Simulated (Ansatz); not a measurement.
## Density of states of KBr

```
K Br
1.0
     5.67191    0.00000    0.00000
    -2.83595    4.91202    0.00000
     0.00000    0.00000    6.64448
K Br
2 2
Direct
  0.33333 0.66667 0.93800
  0.66667 0.33333 0.43800
  0.33333 0.66667 0.43800
  0.66667 0.33333 0.93800
```

The cell was built from the wurtzite type and relaxed in the same program, and has space group P6_3/mmc; it needn't be a known or the stable phase. The relaxation left the symmetry of that type.

These are results of DFT, PBE, all-electron LAPW, scalar-relativistic (Ansatz 0.2.0), not measurements.

The runs use a Γ-centred 10×10×6 k mesh, Fermi–Dirac smearing of 0.05 eV, basis error target 1 meV/atom, no spin polarisation.

States per eV and cell, averaged over 0.4 eV, from -11.5 to 6.7 eV, with energies (bin centres) from the valence-band top; empty bins are left out. The partial columns, the largest 4 alone, are projections on Löwdin-orthogonalised atomic shells (those that the program's projection atoms carry: the occupied ones and, for some elements, an empty d or f shell; other empty shells have no column), summed over atoms of an element. Weights on diffuse s and p shells depend on that basis and aren't pure angular character.

| E (eV) | total | Br 4p | K 3p | K 4s | Br 4s |
| --- | --- | --- | --- | --- | --- |
| -11.4 | 30.00 | 0.11 | 28.24 | 0.02 | 1.62 |
| -1.0 | 2.88 | 2.56 | 0.01 | 0.29 | 0.00 |
| -0.6 | 15.10 | 14.38 | 0.08 | 0.48 | 0.02 |
| -0.2 | 12.03 | 11.87 | 0.04 | 0.01 | 0.00 |
| 4.2 | 0.09 | 0.00 | 0.00 | 0.08 | 0.01 |
| 4.6 | 0.35 | 0.02 | 0.00 | 0.28 | 0.04 |
| 5.0 | 0.61 | 0.04 | 0.00 | 0.48 | 0.06 |
| 5.4 | 0.99 | 0.07 | 0.00 | 0.73 | 0.07 |
| 5.8 | 2.37 | 0.11 | 0.00 | 1.07 | 0.07 |
| 6.2 | 3.68 | 0.07 | 0.00 | 0.77 | 0.03 |
| 6.6 | 2.71 | 0.05 | 0.00 | 0.71 | 0.03 |

Q: Which of the resolved shells contributes most in the top eV of the valence band?

A: Br 4p, with 96 % of all states there; K 4s follows with 3 %.
